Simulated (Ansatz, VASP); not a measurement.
**Ga: VASP beside Ansatz**

```
CELL_PARAMETERS angstrom
1.47844 -4.14473 0.00000
1.47844 4.14473 0.00000
0.00000 0.00000 3.23217
ATOMIC_POSITIONS crystal
Ga 0.13300 0.86700 0.75000
Ga 0.86700 0.13300 0.25000
```

Change from the starting cell: volume scaled by 1.06.

Alike in both runs: task single point; functional PBE; k mesh 10 × 10 × 8; occupations fermi-dirac, width 0.05 eV; no spin polarisation.

|  | VASP | Ansatz |
| --- | --- | --- |
| version | VASP 6.6.1 | Ansatz 0.2.0 |
| potentials or method | VASP PAW PBE potentials, release 64 (Ga_d), cutoff 520 eV | all-electron LAPW, scalar-relativistic |

|  | VASP | Ansatz | Ansatz less VASP |
| --- | --- | --- | --- |
| gap on the k mesh at the Fermi level (eV) | none | none | - |
| pressure (GPa) | -1.4 | -1.4 | +0.03 |
| largest component of the traceless stress (GPa) | 1.05 | 1.04 | -0.009 |
| rms of the force components (eV/Å) | 0.110 | 0.109 | -0.0010 |

Atom by atom the forces differ by 0.001 eV/Å (rms over components). A gap of «none» marks a metal or a gap that the smearing closes. Ansatz ran all-electron here, so the differences hold the error of VASP's frozen core and of both bases.
